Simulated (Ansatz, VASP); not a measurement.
**Two plane-wave programs on Fe**

```
Fe
1.0
    -1.43455    1.43455    1.43455
     1.43455   -1.43455    1.43455
     1.43455    1.43455   -1.43455
Fe
1
Direct
  0.00000 0.00000 0.00000
```

Alike in both runs: task single point; functional r2SCAN; k mesh 15 × 15 × 15; occupations fermi-dirac, width 0.05 eV; collinear spin.

```csv
,VASP,Ansatz
version,VASP 6.6.1,Ansatz 0.2.0
potentials or method,"VASP PAW PBE potentials, release 64 (Fe)","plane waves (500 eV) with PAW, scalar-relativistic"
plane-wave cutoff (eV),520,500
valence electrons in the cell,8,16
```

```tsv
	VASP	Ansatz	Ansatz less VASP
pressure (GPa)	-0.4	0.0	+0.38
net moment per atom (μB)	2.67	2.67	+0.001
size of the moment on the site where the two differ most (μB)	2.74	2.83	+0.087
```

Site moments also hang on the region over which each program counts them. The two sets of potentials don't hold the same shells in valence. Ansatz warned: «stability_check_not_made».

Caveats: the PAW data sets were made with another functional, which shifts forces and pressure a little (VASP).
